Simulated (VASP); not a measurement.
# CdS (Hawleyite) (F-43m) in VASP: notebook

One crystal, CdS (Hawleyite), is run at these levels: HSE06; tasks: single point.

Everything below comes from runs of VASP 6.6.1. Logs are shortened: lines on timing, memory, paths and dates and some standing lists are left out, and cuts for length are marked.

**1. The crystal as given**

The structure is cubic, space group F-43m (No. 216). The conventional cell has a = 5.833 Å, b = 5.833 Å, c = 5.833 Å, α = 90.00°, β = 90.00°, γ = 90.00°. Cd (site symmetry -43m) is surrounded by 4 S at 2.53 Å. Around S (site symmetry -43m) lie 4 Cd at 2.53 Å.

**2. Single point, HSE06**

Contents of POSCAR:

```
CdS
1.0
    0.0000000000      2.9165000000      2.9165000000
    2.9165000000      0.0000000000      2.9165000000
    2.9165000000      2.9165000000      0.0000000000
Cd S
1 1
Direct
    0.0000000000      0.0000000000      0.0000000000
    0.7500000000      0.7500000000      0.7500000000
```

Contents of INCAR.step1:

```
PREC = Accurate ; ENCUT = 400
EDIFF = 1E-5 ; ISMEAR = 0
SIGMA = 0.01 ; LREAL = F
LASPH = T ; NELM = 100
ALGO = Normal ; ISIF = 2
LWAVE = T ; LCHARG = F
NBANDS = 17 ; NKRED = 1
GGA = PE
```

Contents of INCAR.step2:

```
PREC = Accurate ; ENCUT = 400
EDIFF = 1E-6 ; ISMEAR = 0
SIGMA = 0.01 ; LREAL = F
LASPH = T ; NELM = 100
ALGO = Normal ; ISIF = 2
LWAVE = F ; LCHARG = F
GGA = PE ; LHFCALC = T
HFSCREEN = 0.2 ; PRECFOCK = Normal
NBANDS = 17 ; NKRED = 1
ISTART = 1
```

Contents of KPOINTS:

```
Automatic mesh
0
Gamma
  4 4 4
```

Potentials or basis: VASP PAW PBE potentials, release 64 (Cd, S).

Command:

```
cat potpaw_PBE.64/Cd/POTCAR potpaw_PBE.64/S/POTCAR > POTCAR
cp INCAR.step1 INCAR
mpirun -np 1 vasp_std > vasp.out
cp INCAR.step2 INCAR
mpirun -np 1 vasp_std > vasp.out
```

OUTCAR:

```text
PREC = Accurate
   ENCUT = 400
   EDIFF = 1E-6
   ISMEAR = 0
   LREAL = F
   LASPH = T
   NELM = 100
   ISIF = 2
   GGA = PE
   LHFCALC = T
   HFSCREEN = 0.2
   PRECFOCK = Normal
   NKRED = 1
   ISTART = 1

 Found      8 irreducible k-points:

 Following reciprocal coordinates:
            Coordinates               Weight
  0.000000  0.000000  0.000000      1.000000
  0.250000  0.000000  0.000000      8.000000
  0.500000  0.000000  0.000000      4.000000
  0.250000  0.250000  0.000000      6.000000
  0.500000  0.250000  0.000000     24.000000
 -0.250000  0.250000  0.000000     12.000000
   k-points           NKPTS =      8   k-points in BZ     NKDIM =     64   number of bands    NBANDS=     17
   number of dos      NEDOS =    301   number of ions     NIONS =      2
   total plane-waves  NPLWV =  21952
   dimension x,y,z NGX =    28 NGY =   28 NGZ =   28
   dimension x,y,z NGXF=    56 NGYF=   56 NGZF=   56
   ions per type =               1   1
   NGX,Y,Z   is equivalent  to a cutoff of  11.29, 11.29, 11.29 a.u.
   NGXF,Y,Z  is equivalent  to a cutoff of  22.57, 22.57, 22.57 a.u.
 SYSTEM =  unknown system
   PREC   = accura    normal or accurate (medium, high low for compatibility)
   ISTART =      1    job   : 0-new  1-cont  2-samecut
   ICHARG =      0    charge: 1-file 2-atom 10-const
   ISPIN  =      1    spin polarized calculation?
   LNONCOLLINEAR =      F non collinear calculations
   LSORBIT =      F    spin-orbit coupling
   LASPH  =      T    aspherical Exc in radial PAW
   ENCUT  =  400.0 eV  29.40 Ry    5.42 a.u.   6.73  6.73  6.73*2*pi/ulx,y,z
   NELM   =    100;   NELMIN=  2; NELMDL=  0     # of ELM steps
   EDIFF  = 0.1E-05   stopping-criterion for ELM
   LREAL  =      F    real-space projection
   EDIFFG = 0.1E-04   stopping-criterion for IOM
   NSW    =      0    number of steps for IOM
   IBRION =     -1    ionic relax: 0-MD 1-quasi-New 2-CG
   NFREE  =      0    steps in history (QN), initial steepest desc. (CG)
   ISIF   =      2    stress and relaxation
   ISYM   =      3    0-nonsym 1-usesym 2-fastsym
   POTIM  = 0.5000    time-step for ionic-motion
   TEBEG  =    0.0;   TEEND  =   0.0 temperature during run
   PSTRESS=    0.0 pullay stress
   NELECT =      18.0000    total number of electrons
   NUPDOWN=      -1.0000    fix difference up-down
   EMIN   =  10.00;   EMAX   =-10.00  energy-range for DOS
   EFERMI =   0.00;   METHOD = LEGACY
   ISMEAR =     0;   SIGMA  =   0.01  broadening in eV -4-tet -1-fermi 0-gaus
   EFERMI_NEDOS =   21; number of points for ismear=-14 and -15
   IALGO  =     38    algorithm
   IMIX   =      1    mixing-type and parameters
     AMIX     =   0.40;   BMIX     =  1.00
     AMIX_MAG =   1.60;   BMIX_MAG =  1.00
  volume/ion in A,a.u.               =      24.81       167.41
  Fermi-wavevector in a.u.,A,eV,Ry     =   1.167599  2.206442 18.548649  1.363287
  Thomas-Fermi vector in A             =   2.304097
   LORBIT       =      0    0 simple, 1 ext, 2 COOP (PROOUT), +10 PAW based schemes
   GGA     = PE    functional components
   LHFCALC =     T    Hartree Fock is set to
   PRECFOCK=normal    Normal, Fast or Accurate (Low or Medium for compatibility)
   ENCUT4O =  -1.0   cutoff for four orbital integrals eV
   NKREDX  =     1    reduce k-point grid by
   NKREDY  =     1    reduce k-point grid by
   NKREDZ  =     1    reduce k-point grid by
   AEXX    =    0.2500 exact exchange contribution
   HFSCREEN=    0.2000 screening length (either q_TF or 0.3 A-1)
   HFSCREENC=   0.2000 screening length for correlation (either q_TF or 0.3 A-1)
   ENCUTFOCK=  -1.0 apply spherical cutoff to Coloumb kernel
   IVDW    =     0    specifies the selected vdW correction
   LEPSILON=     F    determine dielectric tensor
   LRPA    =     F    only Hartree local field effects (RPA)
 non-spin polarized calculation
 Gauss-broadening in eV      SIGMA  =   0.01
  energy-cutoff  :      400.00
  volume of cell :       49.62
 maximum number of plane-waves:       934
 NGX is ok and might be reduce to    28
  NGX = 24; NGY = 24; NGZ = 24

 number of electron      17.9999988 magnetization

 Free energy of the ion-electron system (eV)
  ---------------------------------------------------
  ext. energy  EPLUGINS =         0.00000000
  ---------------------------------------------------
  free energy    TOTEN  =        -7.60141682 eV

  energy without entropy =       -7.60141682  energy(sigma->0) =       -7.60141682

 E-fermi :   0.7493     XC(G=0):  -7.5740

 val. band max:        0.6627536104   @ k =   0.0000   0.0000   0.0000
 cond. band min:       2.8623748763   @ k =   0.0000   0.0000   0.0000
 fundamental gap:      2.1996212658
 Fermi energy:         0.7493271310

 k-point     1 :       0.0000    0.0000    0.0000
  band No.  band energies     occupation
      1     -12.8951      2.00000
      2      -8.2013      2.00000
      3      -8.2013      2.00000
      4      -8.2013      2.00000
      5      -7.7170      2.00000
      6      -7.7170      2.00000
[... 9 lines left out ...]
     16      13.4808      0.00000
     17      15.2381      0.00000

 k-point     2 :       0.2500    0.0000    0.0000
  band No.  band energies     occupation
      1     -12.6663      2.00000
      2      -8.1299      2.00000
      3      -8.1299      2.00000
      4      -7.9237      2.00000
      5      -7.7138      2.00000
      6      -7.7138      2.00000
[... 9 lines left out ...]
     16      13.1708      0.00000
     17      17.1169      0.00000

 k-point     3 :       0.5000    0.0000    0.0000
  band No.  band energies     occupation
      1     -12.4409      2.00000
      2      -8.0792      2.00000
      3      -8.0792      2.00000
      4      -7.6824      2.00000
      5      -7.6824      2.00000
      6      -7.2991      2.00000
[... 9 lines left out ...]
     16      14.6678      0.00000
     17      16.1099      0.00000

 k-point     4 :       0.2500    0.2500    0.0000
  band No.  band energies     occupation
      1     -12.5925      2.00000
      2      -8.0423      2.00000
      3      -8.0423      2.00000
      4      -7.9942      2.00000
      5      -7.7247      2.00000
      6      -7.6763      2.00000
[... 9 lines left out ...]
     16      16.7274      0.00000
     17      17.4539      0.00000

 k-point     5 :       0.5000    0.2500    0.0000
  band No.  band energies     occupation
      1     -12.3731      2.00000
      2      -8.0208      2.00000
      3      -7.9644      2.00000
      4      -7.8037      2.00000
      5      -7.6680      2.00000
      6      -7.2533      2.00000
[... 9 lines left out ...]
     16      15.8023      0.00000
     17      16.3942      0.00000

 k-point     6 :      -0.2500    0.2500    0.0000
  band No.  band energies     occupation
      1     -12.4446      2.00000
      2      -8.0462      2.00000
      3      -8.0361      2.00000
      4      -7.7363      2.00000
      5      -7.7287      2.00000
      6      -7.4206      2.00000
[... 9 lines left out ...]
     16      15.5560      0.00000
     17      16.2816      0.00000

 [... further k-points ...]

------------------------ aborting loop because EDIFF is reached ----------------------------------------

  FORCE on cell =-STRESS in cart. coord.  units (eV):
  Direction    XX          YY          ZZ          XY          YZ          ZX
  --------------------------------------------------------------------------------------
  -------------------------------------------------------------------------------------
  Total        0.5186247      0.5186247      0.5186247      0.0000000      0.0000000     -0.0000000
  in kB       16.7474181     16.7474181     16.7474181      0.0000000      0.0000000     -0.0000000
  external PRESSURE =      16.7474181 kB  Pullay stress =       0.0000000 kB

 VOLUME and BASIS-vectors are now :
 -----------------------------------------------------------------------------
  energy-cutoff  :      400.00
  volume of cell :       49.62
      direct lattice vectors                 reciprocal lattice vectors
     0.000000000  2.916500000  2.916500000    -0.171438368  0.171438368  0.171438368
     2.916500000  0.000000000  2.916500000     0.171438368 -0.171438368  0.171438368
     2.916500000  2.916500000  0.000000000     0.171438368  0.171438368 -0.171438368

 POSITION                                       TOTAL-FORCE (eV/Angst)
 -----------------------------------------------------------------------------------
      0.00000      0.00000      0.00000        -0.000000      0.000000     -0.000000
      4.37475      4.37475      4.37475         0.000000     -0.000000      0.000000
 -----------------------------------------------------------------------------------
    total drift:                               -0.000112     -0.000120     -0.000065

  FREE ENERGIE OF THE ION-ELECTRON SYSTEM (eV)
  ---------------------------------------------------
  free  energy   TOTEN  =        -7.6014168231 eV

  energy  without entropy=       -7.6014168231  energy(sigma->0) =       -7.60141682
```

Run time: 3.8 min. Hardware: 1 thread of Intel Xeon Platinum 8488C (Sapphire Rapids), shared host; peak memory 0.26 GiB.

The run converged, but some of its settings lie outside the range that counts as converged, so its numbers aren't taken as properties of the crystal.

Results:

* Free energy: -7.6014 eV
* Pressure: 1.7 GPa
* Band gap on the k mesh: 2.20 eV, direct

Caveat: the k mesh is coarse (spacing up to 0.47 Å⁻¹), so the values aren't converged, least of all with exact exchange; the PAW data sets were made with another functional, which shifts forces and pressure a little.

**3. Single point, HSE06**

POSCAR is that of step 2.

Changes to INCAR.step1 since step 2:

```diff
@@ -1,2 +1,2 @@
-PREC = Accurate ; ENCUT = 400
+PREC = Accurate ; ENCUT = 520
 EDIFF = 1E-5 ; ISMEAR = 0
```

Contents of INCAR.step2:

```
PREC = Accurate ; ENCUT = 520
EDIFF = 1E-6 ; ISMEAR = 0
SIGMA = 0.01 ; LREAL = F
LASPH = T ; NELM = 100
ALGO = Normal ; ISIF = 2
LWAVE = F ; LCHARG = F
GGA = PE ; LHFCALC = T
HFSCREEN = 0.2 ; PRECFOCK = Fast
NBANDS = 17 ; NKRED = 1
ISTART = 1
```

KPOINTS is that of step 2.

Potentials or basis: VASP PAW PBE potentials, release 64 (Cd, S).

Command:

```
cat potpaw_PBE.64/Cd/POTCAR potpaw_PBE.64/S/POTCAR > POTCAR
cp INCAR.step1 INCAR
mpirun -np 1 vasp_std > vasp.out
cp INCAR.step2 INCAR
mpirun -np 1 vasp_std > vasp.out
```

Run time: 2.3 min. Hardware: 1 thread of Intel Xeon Platinum 8488C (Sapphire Rapids), shared host; peak memory 0.28 GiB.

These settings aren't checked as converged: the numbers below hold their error.

Results:

* Free energy: -7.6068 eV
* Pressure: 2.2 GPa
* Band gap on the k mesh: 2.20 eV, direct

Caveat: the k mesh is coarse (spacing up to 0.47 Å⁻¹), so the values aren't converged, least of all with exact exchange; the PAW data sets were made with another functional, which shifts forces and pressure a little.

**4. For comparison**

An earlier run on the cell as given: functional PBE; potentials or basis VASP PAW PBE potentials, release 64 (Cd, S); cutoff 520 eV; k mesh 8 × 8 × 8; occupations fermi-dirac, width 0.05 eV; no spin polarisation.

- Pressure: 3.2 GPa
- Band gap on the k mesh: 1.15 eV, direct
